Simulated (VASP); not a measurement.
# TiN (Fm-3m) in VASP: notebook

One crystal, TiN, is run at these levels: PBEsol, LDA, PBE; tasks: elastic constants.

Program: VASP 6.6.1. These are calculated values, not measurements. Logs are shortened: lines on timing, memory, paths and dates and some standing lists are left out, and cuts for length are marked.

### 1 The structure

The structure is cubic, space group Fm-3m (No. 225). Conventional cell: a = 4.240 Å, b = 4.240 Å, c = 4.240 Å, α = 90.00°, β = 90.00°, γ = 90.00°. Ti (site symmetry m-3m) has 6 N at 2.12 Å as nearest neighbours. Around N (site symmetry m-3m) lie 6 Ti at 2.12 Å.

The cell was built by a generator and needn't be a form met in nature.

### 2 Elastic constants, PBEsol

File POSCAR:

```
TiN
1.0
    0.0000000000      2.1200000000      2.1200000000
    2.1200000000      0.0000000000      2.1200000000
    2.1200000000      2.1200000000      0.0000000000
Ti N
1 1
Direct
    0.0000000000      0.0000000000      0.0000000000
    0.5000000000      0.5000000000      0.5000000000
```

File INCAR.step1:

```
ALGO     = Normal         # electronic algorithm
EDIFF    = 1E-8           # SCF threshold, eV
EDIFFG   = -0.002         # ionic threshold
ENCUT    = 600            # plane-wave cutoff, eV
GGA      = PS             # functional
IBRION   = 2              # ionic algorithm
ISIF     = 3              # what is computed and relaxed
ISMEAR   = 1              # smearing method
KPAR     = 2            
LASPH    = T              # aspherical terms in the spheres
LCHARG   = F              # write CHGCAR
LREAL    = F              # projectors in reciprocal space
LWAVE    = F              # write WAVECAR
NELM     = 100            # most SCF steps
NSW      = 40             # ionic steps
PREC     = Accurate       # precision mode
SIGMA    = 0.15           # smearing width, eV
```

File INCAR.step2:

```
ALGO     = Normal         # electronic algorithm
EDIFF    = 1E-8           # SCF threshold, eV
ENCUT    = 600            # plane-wave cutoff, eV
GGA      = PS             # functional
IBRION   = 6              # ionic algorithm
ISIF     = 3              # what is computed and relaxed
ISMEAR   = 1              # smearing method
KPAR     = 2            
LASPH    = T              # aspherical terms in the spheres
LCHARG   = F              # write CHGCAR
LREAL    = F              # projectors in reciprocal space
LWAVE    = F              # write WAVECAR
NELM     = 100            # most SCF steps
NFREE    = 2            
NSW      = 1              # ionic steps
POTIM    = 0.015          # step
PREC     = Accurate       # precision mode
SIGMA    = 0.15           # smearing width, eV
```

File KPOINTS:

```
k-points
0
Gamma
  16 16 16
```

Potentials or basis: VASP PAW PBE potentials, release 64 (Ti_sv, N).

Run with:

```bash
$ cat potpaw_PBE.64/Ti_sv/POTCAR potpaw_PBE.64/N/POTCAR > POTCAR
$ cp INCAR.step1 INCAR
$ mpirun -np 2 vasp_std > vasp.out
$ cp CONTCAR POSCAR
$ cp INCAR.step2 INCAR
$ mpirun -np 2 vasp_std > vasp.out
```

OUTCAR:

```text
EDIFF = 1E-8
   ENCUT = 600
   GGA = PS
   IBRION = 6
   ISIF = 3
   ISMEAR = 1
   LASPH = T
   LREAL = F
   NELM = 100
   NFREE = 2
   NSW = 1
   POTIM = 0.015
   PREC = Accurate

 ion  position               nearest neighbor table
   1  0.000  0.000  0.000-   2 2.10   2 2.10   2 2.10   2 2.10   2 2.10   2 2.10
   2  0.500  0.500  0.500-   1 2.10   1 2.10   1 2.10   1 2.10   1 2.10   1 2.10

  LATTYP: Found a face centered cubic cell.
 ALAT       =     4.2054888537

  Lattice vectors:

 A1 = (   0.0000000000,   2.1027444269,   2.1027444269)
 A2 = (   2.1027444269,   0.0000000000,   2.1027444269)
 A3 = (   2.1027444269,   2.1027444269,   0.0000000000)

Analysis of symmetry for initial positions (statically):
=====================================================================
 Subroutine PRICEL returns:
 Original cell was already a primitive cell.

 Routine SETGRP: Setting up the symmetry group for a
 face centered cubic supercell.

 Subroutine GETGRP returns: Found 48 space group operations
 (whereof 48 operations were pure point group operations)
 out of a pool of 48 trial point group operations.

The static configuration has the point symmetry O_h .

Analysis of symmetry for dynamics (positions and initial velocities):
=====================================================================
 Subroutine PRICEL returns:
 Original cell was already a primitive cell.

 Routine SETGRP: Setting up the symmetry group for a
 face centered cubic supercell.

 Subroutine GETGRP returns: Found 48 space group operations
 (whereof 48 operations were pure point group operations)
 out of a pool of 48 trial point group operations.

The dynamic configuration has the point symmetry O_h .

 Subroutine INISYM returns: Found 48 space group operations
 (whereof 48 operations are pure point group operations),
 and found     1 'primitive' translations

----------------------------------------------------------------------------------------

                                     Primitive cell

  volume of cell :      18.5947

  direct lattice vectors                    reciprocal lattice vectors
     0.000000000  2.102744427  2.102744427    -0.237784485  0.237784485  0.237784485
     2.102744427  0.000000000  2.102744427     0.237784485 -0.237784485  0.237784485
     2.102744427  2.102744427  0.000000000     0.237784485  0.237784485 -0.237784485

  length of vectors
     2.973729687  2.973729687  2.973729687     0.411854809  0.411854809  0.411854809

  position of ions in fractional coordinates (direct lattice)
     0.000000000  0.000000000  0.000000000
     0.500000000  0.500000000  0.500000000

  ion indices of the primitive-cell ions
   primitive index   ion index
                 1           1
                 2           2

----------------------------------------------------------------------------------------

 KPOINTS: k-points

Automatic generation of k-mesh.
 Grid dimensions read from file:
 generate k-points for:   16   16   16

 Generating k-lattice:

  Cartesian coordinates                     Fractional coordinates (reciprocal lattice)
    -0.014861530  0.014861530  0.014861530     0.062500000  0.000000000  0.000000000
     0.014861530 -0.014861530  0.014861530     0.000000000  0.062500000  0.000000000
     0.014861530  0.014861530 -0.014861530     0.000000000  0.000000000  0.062500000

  Length of vectors
     0.025740926  0.025740926  0.025740926

  Shift w.r.t. Gamma in fractional coordinates (k-lattice)
     0.000000000  0.000000000  0.000000000

 Subroutine IBZKPT returns following result:
 ===========================================

[... 82 lines left out ...]
  volume of cell :       18.59
 maximum number of plane-waves:       636
   NGX = 11   NGY = 11   NGZ = 11

--------------------------------------- Ionic step        1  -------------------------------------------

 number of electron      16.9999998 magnetization

 Free energy of the ion-electron system (eV)
  ---------------------------------------------------
  ext. energy  EPLUGINS =         0.00000000
  ---------------------------------------------------
  free energy    TOTEN  =       -20.78238293 eV

  energy without entropy =      -20.78102068  energy(sigma->0) =      -20.78192884

------------------------ aborting loop because EDIFF is reached ----------------------------------------

  FORCE on cell =-STRESS in cart. coord.  units (eV):
  Direction    XX          YY          ZZ          XY          YZ          ZX
  --------------------------------------------------------------------------------------
  -------------------------------------------------------------------------------------
  Total        0.0024573      0.0024573      0.0024573     -0.0000000      0.0000000     -0.0000000
  in kB        0.2117293      0.2117293      0.2117293     -0.0000000      0.0000000     -0.0000000
  external PRESSURE =       0.2117293 kB  Pullay stress =       0.0000000 kB
[... 89 lines left out ...]
  FREE ENERGIE OF THE ION-ELECTRON SYSTEM (eV)
  ---------------------------------------------------
  free  energy   TOTEN  =       -20.7737702696 eV

  energy  without entropy=      -20.7729104192  energy(sigma->0) =      -20.77348365

[... ionic steps 4 to 14 ...]

--------------------------------------- Ionic step       15  -------------------------------------------

 number of electron      16.9999999 magnetization

------------------------ aborting loop because EDIFF is reached ----------------------------------------
[... 67 lines left out ...]
--------------------------------------- Ionic step       17  -------------------------------------------

 number of electron      16.9999998 magnetization

 Free energy of the ion-electron system (eV)
  ---------------------------------------------------
  ext. energy  EPLUGINS =         0.00000000
  ---------------------------------------------------
  free energy    TOTEN  =       -20.78110133 eV

  energy without entropy =      -20.77974053  energy(sigma->0) =      -20.78064773

 E-fermi :  11.6635     XC(G=0): -13.3654

 val. band max:       11.6439367906   @ k =   0.4375   0.1875  -0.3750
 cond. band min:      11.6640323732   @ k =   0.4375   0.1875   0.0625
 fundamental gap:      0.0200955826
 Fermi energy:        11.6635328103

 k-point     1 :       0.0000    0.0000    0.0000
  band No.  band energies     occupation
      1     -45.9096      2.00000
      2     -21.9702      2.00000
      3     -21.9698      2.00000
      4     -21.9698      2.00000
      5      -5.5370      2.00000
      6       9.6025      2.00000
      7       9.6025      2.00000
      8       9.6028      2.00000
      9      11.0082      2.00000
     10      11.0158      2.00000
     11      11.0158      2.00000
     12      12.2571     -0.00000
[... 331 lines left out ...]
 k-point    24 :      -0.0625    0.0625    0.0000
  band No.  band energies     occupation
      1     -45.8986      2.00000
      2     -22.0395      2.00000
      3     -21.9875      2.00000
      4     -21.9711      2.00000
      5      -5.3255      2.00000
      6       8.4922      2.00000
      7       8.7304      2.00000
      8       9.0439      2.00000
      9      11.1279      2.00001
     10      11.4477      2.06055
     11      11.5531      1.94359
     12      12.7195     -0.00000

 [... further k-points ...]
[... 5 lines left out ...]
  --------------------------------------------------------------------------------------
  -------------------------------------------------------------------------------------
  Total        0.0138727      0.0037584      0.0037584      0.0000000     -0.0000000     -0.0000000
  in kB        1.1953161      0.3238326      0.3238326      0.0000000     -0.0000000     -0.0000000
  external PRESSURE =       0.6143271 kB  Pullay stress =       0.0000000 kB
[... 17 lines left out ...]
  FREE ENERGIE OF THE ION-ELECTRON SYSTEM (eV)
  ---------------------------------------------------
  free  energy   TOTEN  =       -20.7811013278 eV

  energy  without entropy=      -20.7797405274  energy(sigma->0) =      -20.78064773

 INTERNAL STRAIN TENSORS FROM STRAINED CELLS
 ============================================

 INTERNAL STRAIN TENSOR FOR ION    1 for displacements in x,y,z  (eV/Angst):
          X           Y           Z          XY          YZ          ZX
  --------------------------------------------------------------------------------
  x    -0.00000     0.00000    -0.00000     0.00000    -0.00000    -0.00000
  y    -0.00000    -0.00000     0.00000     0.00000     0.00000     0.00000
  z    -0.00000    -0.00000     0.00000     0.00000    -0.00000    -0.00000

 INTERNAL STRAIN TENSORS FROM DISPLACED ATOMS
 ============================================

 INTERNAL STRAIN TENSOR FOR ION    1 for displacements in x,y,z  (eV/Angst):
          X           Y           Z          XY          YZ          ZX
  --------------------------------------------------------------------------------
  x     0.00000     0.00000     0.00000     0.00000     0.00000     0.00000
  y     0.00000     0.00000     0.00000     0.00000     0.00000     0.00000
  z     0.00000     0.00000     0.00000     0.00000     0.00000     0.00000

 INTERNAL STRAIN TENSOR FOR ION    2 for displacements in x,y,z  (eV/Angst):
          X           Y           Z          XY          YZ          ZX
  --------------------------------------------------------------------------------
  x     0.00000     0.00000     0.00000     0.00000     0.00000     0.00000
  y     0.00000     0.00000     0.00000     0.00000     0.00000     0.00000
  z     0.00000     0.00000     0.00000     0.00000     0.00000     0.00000

 Eigenvectors and eigenvalues of the dynamical matrix
 ----------------------------------------------------

   1 f  =   16.028091 THz   100.707465 2PiTHz  534.639561 cm-1    66.286828 meV
             X         Y         Z           dx          dy          dz
      0.000000  0.000000  0.000000     0.000000    0.000000   -0.475719
      2.102744  2.102744  2.102744     0.000000    0.000000    0.879597
[... 21 lines left out ...]
   6 f/i=    0.000985 THz     0.006190 2PiTHz    0.032861 cm-1     0.004074 meV
             X         Y         Z           dx          dy          dz
      0.000000  0.000000  0.000000     0.089170   -0.708420   -0.513694
      2.102744  2.102744  2.102744     0.048226   -0.383140   -0.277825

--------------------------------------------------------------------------------------------------------

 ELASTIC MODULI CONTR FROM IONIC RELAXATION (kBar)
 Direction    XX          YY          ZZ          XY          YZ          ZX
 --------------------------------------------------------------------------------
 XX           0.0000      0.0000      0.0000      0.0000      0.0000      0.0000
 YY           0.0000      0.0000      0.0000      0.0000      0.0000      0.0000
 ZZ           0.0000      0.0000      0.0000      0.0000      0.0000      0.0000
 XY           0.0000      0.0000      0.0000      0.0000      0.0000      0.0000
 YZ           0.0000      0.0000      0.0000      0.0000      0.0000      0.0000
 ZX           0.0000      0.0000      0.0000      0.0000      0.0000      0.0000
 --------------------------------------------------------------------------------

 TOTAL ELASTIC MODULI (kBar)
 Direction    XX          YY          ZZ          XY          YZ          ZX
 --------------------------------------------------------------------------------
 XX        6223.8000   1377.2370   1377.2370     -0.0000     -0.0000     -0.0000
 YY        1377.2370   6223.8000   1377.2370      0.0000      0.0000      0.0000
 ZZ        1377.2370   1377.2370   6223.8000     -0.0000      0.0000      0.0000
 XY          -0.0000      0.0000     -0.0000   1731.1917      0.0000     -0.0000
 YZ          -0.0000      0.0000      0.0000      0.0000   1731.1917      0.0000
 ZX          -0.0000      0.0000      0.0000     -0.0000      0.0000   1731.1917
 --------------------------------------------------------------------------------
```

Wall time 22 min (2 MPI ranks of Intel Xeon Platinum 8375C at 2.90GHz (Ice Lake), shared host); peak memory 0.6 GiB.

What came out:

| Property | Result |
| --- | --- |
| Relaxed volume | 9.30 Å³/atom |
| Relaxed cell | a = 2.974 Å, b = 2.974 Å, c = 2.974 Å, α = 60.00°, β = 60.00°, γ = 60.00° |
| Space group after relaxing (to 0.05 Å) | Fm-3m (No. 225) |
| Elastic constants C11, C12, C44 | 622, 138, 173 GPa |
| Voigt bulk modulus | 299 GPa |
| Highest phonon frequency at Γ, LO-TO splitting left out | 535 cm⁻¹ |

The path:
```tsv
step	energy change (eV)	largest force (eV/Å)	pressure (GPa)	volume (Å³)
1	0.0000	0.0000	-6.95	19.06
2	0.0128	0.0000	11.59	17.94
3	-0.0102	0.0000	-0.07	18.60
4	-0.0102	0.0000	0.08	18.59
5	-0.0102	0.0000	-0.09	18.60
6	-0.0102	0.0000	0.00	18.59
```

Final structure:
```
Ti N
1.0
     0.00000    2.10274    2.10274
     2.10274    0.00000    2.10274
     2.10274    2.10274    0.00000
Ti N
1 1
Direct
  0.00000 0.00000 0.00000
  0.50000 0.50000 0.50000
```

Phonon frequencies in cm⁻¹ (negative: imaginary):
```csv
q point,frequencies
"(0.000, 0.000, 0.000)",0 0 0 535 535 535
```

Elastic tensor in Voigt notation (GPa, in the Cartesian axes of the cell as first typed):
```
622 138 138   0   0   0
138 622 138   0   0   0
138 138 622   0   0   0
  0   0   0 173   0   0
  0   0   0   0 173   0
  0   0   0   0   0 173
```

Clamped-ion elastic tensor (GPa):
```
622 138 138   0   0   0
138 622 138   0   0   0
138 138 622   0   0   0
  0   0   0 173   0   0
  0   0   0   0 173   0
  0   0   0   0   0 173
```

Caveat: the PAW data sets were made with another functional, which shifts forces and pressure a little.

### 3 Elastic constants, LDA

This run uses another cell than the first one, of 9.11 Å³/atom, 0.956 times its volume.

File POSCAR:

```
TiN
1.0
   -0.0000000000      2.0885302878      2.0885302878
    2.0885302878     -0.0000000000      2.0885302878
    2.0885302878      2.0885302878      0.0000000000
  Ti              N
     1     1
Direct
     0.0000000000000000    0.0000000000000000    0.0000000000000000
     0.5000000000000000    0.5000000000000000    0.5000000000000000
```

File INCAR.step1:

```
PREC = Accurate ; ENCUT = 600
EDIFF = 1E-8 ; ISMEAR = 1
SIGMA = 0.15 ; LREAL = False
LASPH = True ; NELM = 80
ALGO = Normal ; ISIF = 3
LWAVE = False ; LCHARG = False
IBRION = 2 ; NSW = 40
EDIFFG = -0.002
```

File INCAR.step2:

```
PREC = Accurate ; ENCUT = 600
EDIFF = 1E-8 ; ISMEAR = 1
SIGMA = 0.15 ; LREAL = False
LASPH = True ; NELM = 80
ALGO = Normal ; ISIF = 3
LWAVE = False ; LCHARG = False
IBRION = 6 ; NFREE = 2
POTIM = 0.015 ; NSW = 1
```

File KPOINTS:

```
regular mesh
0
Gamma
  16 16 16
```

Potentials or basis: VASP PAW LDA potentials, release 64 (Ti_sv, N).

Run with:

```bash
$ cat potpaw_LDA.64/Ti_sv/POTCAR potpaw_LDA.64/N/POTCAR > POTCAR
$ cp INCAR.step1 INCAR
$ mpirun -np 1 vasp_std > vasp.out
$ cp CONTCAR POSCAR
$ cp INCAR.step2 INCAR
$ mpirun -np 1 vasp_std > vasp.out
```

It took 47 min on 1 thread of AMD EPYC 7R43 (Zen 3), shared host; peak memory 0.55 GiB.

It converged, with:

```yaml
Relaxed_volume: 9.10 Å³/atom
Relaxed_cell: a = 2.953 Å, b = 2.953 Å, c = 2.953 Å, α = 60.00°, β = 60.00°, γ = 60.00°
Space_group_after_relaxing_to_0.05_Å: Fm-3m (No. 225)
Elastic_constants_C11_C12_C44: 667, 143, 178 GPa
Voigt_bulk_modulus: 318 GPa
Highest_phonon_frequency_at_Γ_LO-TO_splitting_left_out: 552 cm⁻¹
```

Final structure:
```cif
data_structure
_symmetry_space_group_name_H-M 'P 1'
_symmetry_Int_Tables_number 1
_cell_length_a 2.9529
_cell_length_b 2.9529
_cell_length_c 2.9529
_cell_angle_alpha 60.000
_cell_angle_beta 60.000
_cell_angle_gamma 60.000
_cell_volume 18.21
loop_
_atom_site_label
_atom_site_type_symbol
_atom_site_fract_x
_atom_site_fract_y
_atom_site_fract_z
_atom_site_occupancy
Ti1 Ti 0.00000 0.00000 0.00000 1
N1 N 0.50000 0.50000 0.50000 1
```

Phonon frequencies in cm⁻¹ (negative: imaginary):
| q point | frequencies |
| --- | --- |
| (0.000, 0.000, 0.000) | 0 0 0 552 552 552 |

Elastic tensor in Voigt notation (GPa, in the Cartesian axes of the cell as first typed):
```
667 143 143   0   0   0
143 667 143   0   0   0
143 143 667   0   0   0
  0   0   0 178   0   0
  0   0   0   0 178   0
  0   0   0   0   0 178
```

Clamped-ion elastic tensor (GPa):
```
667 143 143   0   0   0
143 667 143   0   0   0
143 143 667   0   0   0
  0   0   0 178   0   0
  0   0   0   0 178   0
  0   0   0   0   0 178
```

[end of part 1 of 2]
